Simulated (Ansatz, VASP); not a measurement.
**One calculation of Ir, two programs**

Contents of INCAR:

```
SYSTEM = Ir
AGGAC = 1.0 ; AGGAX = 1.0
ALDAC = 0.0 ; ALDAX = 1.0
ALGO = Normal ; EDIFF = 1E-6
EDIFFG = -0.005 ; ENCUT = 600
GGA = B5 ; IBRION = 2
ISIF = 3 ; ISMEAR = -1
IVDW = 12 ; LASPH = .TRUE.
LCHARG = .FALSE. ; LREAL = .FALSE.
LWAVE = .FALSE. ; NELM = 80
NSW = 80 ; PREC = Accurate
SIGMA = 0.05 ; VDW_A1 = 0.4298
VDW_A2 = 4.2359 ; VDW_S6 = 1.0
VDW_S8 = 2.6996
```

The input KPOINTS:

```
k-points
0
G
  12 12 12
  0 0 0
```

Contents of POSCAR:

```
Ir
1.0
    0.0000000000      1.9156000000      1.9156000000
    1.9156000000      0.0000000000      1.9156000000
    1.9156000000      1.9156000000      0.0000000000
Ir
1
Direct
    0.0000000000      0.0000000000      0.0000000000
```

File input.yaml:

```yaml
crystal:
  lattice:
    - [0.0, 1.9156, 1.9156]
    - [1.9156, 0.0, 1.9156]
    - [1.9156, 1.9156, 0.0]
  atoms:
    - { symbol: Ir, position: [0.0, 0.0, 0.0] }
kpoints:
  mp_grid: { grid: [12, 12, 12] }
scf:
  occupations: { method: fermi_dirac, width: 0.05 }
hamiltonian:
  xc: blyp
  dispersion: d3bj
  pseudopotentials: { kind: all_electron, lapw: { basis_error: 0.001 } }
output:
  forces: true
  stress: true
relax:
  f_tol: 0.005
  max_steps: 60
  cell: {}
```

Alike in both runs: task relaxation of cell and atoms; functional BLYP; dispersion D3(BJ); k mesh 12 × 12 × 12; occupations fermi-dirac, width 0.05 eV; no spin polarisation.

|  | VASP | Ansatz |
| --- | --- | --- |
| version | VASP 6.6.1 | Ansatz 0.2.0 |
| potentials or method | VASP PAW PBE potentials, release 64 (Ir) | all-electron LAPW, scalar-relativistic |
| plane-wave cutoff (eV) | 600 | see its input |

```tsv
	VASP	Ansatz	Ansatz less VASP
relaxed volume (Å³/atom)	14.49	14.36	-0.129
relaxed cell length with the largest relative difference (Å)	2.737	2.728	-0.0081
energy change over the relaxation (meV/atom)	-15	-7	+7.6
```

Ansatz ran all-electron here, so the differences hold the error of VASP's frozen core and of both bases.

Caveats: the PAW data sets were made with another functional, which shifts forces and pressure a little (VASP); pairwise dispersion overbinds metals, which lowers pressure and volume (VASP). The runs have no spin-orbit coupling, so splittings on Ir are missing. Zero-point motion and thermal expansion aren't in these numbers.
